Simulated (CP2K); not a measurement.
AgCl (Chlorargyrite):

```
CELL_PARAMETERS angstrom
3.86787 0.00000 0.00000
1.93394 3.34968 0.00000
1.93394 1.11656 3.15811
ATOMIC_POSITIONS crystal
Ag 0.00000 0.00000 0.00000
Cl 0.50000 0.50000 0.50000
```

Base run:

* Program: CP2K 2026.2
* Functional: PBE
* Potentials or basis: GTH_SOC_POTENTIALS Ag GTH-PBE-q11, Cl GTH-PBE-q7; DZVP-MOLOPT-SR-GTH basis
* Density cutoff: 6123 eV
* k mesh: 8 × 8 × 8
* Occupations: fermi-dirac, width 0.05 eV
* Spin: spin-orbit coupling, no magnetisation

Its results: pressure 4.6 GPa.

**Question.** The run is repeated on the same cell with these changes: functional from PBE to LDA. What comes out?

**Answer.** Pressure -2.0 GPa.

LDA binds more tightly than PBE, so the same cell stands under less pressure.

Caveats: the basis of atomic orbitals isn't converged, which shifts pressures, moduli and gaps; the potentials were made for another functional, which shifts forces and pressure (some runs).
